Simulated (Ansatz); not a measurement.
A (111) slab of TaC (Fm-3m (No. 225)), 10 planes, outer planes Ta (top) and C (bottom), with 10 atoms (Ta5C5) in a surface cell of A = 8.621 Å², as cut from the bulk:

```
CELL_PARAMETERS angstrom
3.15505 0.00000 0.00000
-1.57752 2.73235 0.00000
0.00000 0.00000 26.59238
ATOMIC_POSITIONS crystal
C 0.33333 0.66667 0.28204
Ta 0.66667 0.33333 0.33047
C 0.00000 0.00000 0.37891
Ta 0.33333 0.66667 0.42735
C 0.66667 0.33333 0.47578
Ta 0.00000 0.00000 0.52422
C 0.33333 0.66667 0.57265
Ta 0.66667 0.33333 0.62109
C 0.00000 0.00000 0.66953
Ta 0.33333 0.66667 0.71796
```

Method: DFT r2SCAN, scalar-relativistic, plane waves, PAW in Ansatz. Settings: cutoff 500 eV, Γ-centred mesh 12×12×1 on the computed 10-atom cell, Gaussian smearing of 0.10 eV; no spin polarisation. The cell repeats along c with a dipole correction in the vacuum.

Against the same 10 atoms in the bulk, the slab as cut lies 5.487 eV higher and the relaxed slab 4.656 eV higher.

(1) Work out the surface energy before and after relaxation.

(2) What is the ideal work of this cut, per area?

Answers

(1) The slab has two faces, so γ = (E_slab − N·E_bulk)/(2A), the mean of both. As cut: 5.487/(2 × 8.621) = 0.3182 eV/Å², and 1 eV/Å² = 16.02 J/m², so γ = 5.10 J/m². Relaxed: 4.656/(2 × 8.621) = 0.2700 eV/Å² = 4.33 J/m². Relaxation recovers 15 % of the cost of cutting.

(2) Griffith's ideal work is 2γ: 10.20 J/m² if the new faces stay rigid, 8.65 J/m² if they relax. One thickness was run, 10 planes, so γ can still shift with it.